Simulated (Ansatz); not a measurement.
## Perturbing SiO₂

Base: a Materials Project structure (computed, not necessarily an observed phase), ions relaxed with PBE at fixed cell.

```yaml
crystal:
  lattice:
    - [-4.45849, 4.45849, 4.45849]
    - [4.45849, -4.45849, 4.45849]
    - [4.45849, 4.45849, -4.45849]
  atoms:
    - { symbol: Si, position: [0.50000, 0.75000, 0.25000] }
    - { symbol: Si, position: [0.75000, 0.50000, 0.25000] }
    - { symbol: Si, position: [0.25000, 0.75000, 0.50000] }
    - { symbol: Si, position: [0.25000, 0.50000, 0.75000] }
    - { symbol: Si, position: [0.50000, 0.25000, 0.75000] }
    - { symbol: Si, position: [0.75000, 0.25000, 0.50000] }
    - { symbol: O, position: [0.67880, 0.38635, 0.00000] }
    - { symbol: O, position: [0.29245, 0.61365, 0.61365] }
    - { symbol: O, position: [0.67880, 0.00000, 0.38635] }
    - { symbol: O, position: [0.38635, 0.67880, 0.00000] }
    - { symbol: O, position: [0.00000, 0.67880, 0.38635] }
    - { symbol: O, position: [0.61365, 0.29245, 0.61365] }
    - { symbol: O, position: [0.61365, 0.61365, 0.29245] }
    - { symbol: O, position: [0.00000, 0.38635, 0.67880] }
    - { symbol: O, position: [0.38635, 0.00000, 0.67880] }
    - { symbol: O, position: [0.32120, 0.32120, 0.70755] }
    - { symbol: O, position: [0.70755, 0.32120, 0.32120] }
    - { symbol: O, position: [0.32120, 0.70755, 0.32120] }
```

Sites (sets of like atoms) are named by element and the number of their first atom in this list.

All values are calculated (Ansatz; DFT, PBE, plane waves and PAW (field gradients read without the response of the frozen cores, which leaves them typically 4 to 6 % off), scalar-relativistic, 420 eV cutoff, Γ-centred 4×4×4 k-points, Fermi–Dirac smearing 0.02 eV), not measured.

Gradients in 10²¹ V/m²:

```tsv
site	atoms	V_zz base	η base	V_zz variant	η variant
Si1	1, 2, 4, 5	-0.73	0.00	-0.71	0.00
Si3	3, 6	-0.73	0.00	-0.71	0.33
O7	7, 10	10.41	0.12	10.40	0.11
O8	8, 9, 11, 12	10.41	0.12	10.41	0.11
O13	13, 16	10.41	0.12	10.40	0.12
O14	14, 15, 17, 18	10.41	0.12	10.39	0.13
```

Task: Which change was made?
A. x compressed by 2 %, ions relaxed
B. atom 16 (O) moved by 0.10 Å along (-0.059, -0.005, -0.080) Å
C. xy engineering shear strain of -1 %, ions relaxed
D. volume scaled by 0.99, ions relaxed

Result: C. It leaves 6 symmetry-distinct sites where the base has 2, which no other option does. No V_zz moves by more than 0.03. In per cent, |V_zz| changes by -2 on Si, 0 on O (all sites that start above 0.5). Where |V_zz| stays above 0.1, η moves most on Si3, from 0.00 to 0.33.
